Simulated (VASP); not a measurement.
A run of VASP 6.6.1 is set up as follows.

File INCAR:

```
  PREC = Accurate
  ENCUT = 520
  EDIFF = 1E-7
  ISMEAR = -1
  SIGMA = 0.05
  LREAL = False
  LASPH = True
  NELM = 100
  ALGO = Normal
  ISIF = 2
  LWAVE = False
  LCHARG = False
  MAGMOM = -0.203 0.181 -0.148 0 0 0
  LORBIT = 11
  LSORBIT = True
  GGA_COMPAT = False
  LORBMOM = True
  GGA = MK
  LUSE_VDW = True
  AGGAC = 0.0
  PARAM1 = 0.1234
  PARAM2 = 0.711357
  ZAB_VDW = -1.8867
```

KPOINTS

```
regular mesh
0
Gamma
  5 5 5
```

POSCAR

```
CsI
1.0
    4.5667000000      0.0000000000      0.0000000000
    0.0000000000      4.5667000000      0.0000000000
    0.0000000000      0.0000000000      4.5667000000
Cs I
1 1
Cartesian
    0.0000000000      0.0000000000      0.0000000000
    2.2833500000      2.2833500000      2.2833500000
```

Potentials or basis: VASP PAW PBE potentials, release 64 (Cs_sv, I).

The run is started by

```sh
$ cat potpaw_PBE.64/Cs_sv/POTCAR potpaw_PBE.64/I/POTCAR > POTCAR
$ mpirun -np 1 vasp_ncl > vasp.out
```

Task: Predict the pressure.

Result: -0.2 GPa.

Task: Estimate the net moment.

Result: 0.00 μB per cell.

Moments on the atoms (μB; x, y, z):
```
Cs  0.00 0.00 0.00
I   0.00 0.00 0.00
```

Caveat: the PAW data sets were made with another functional, which shifts forces and pressure a little.
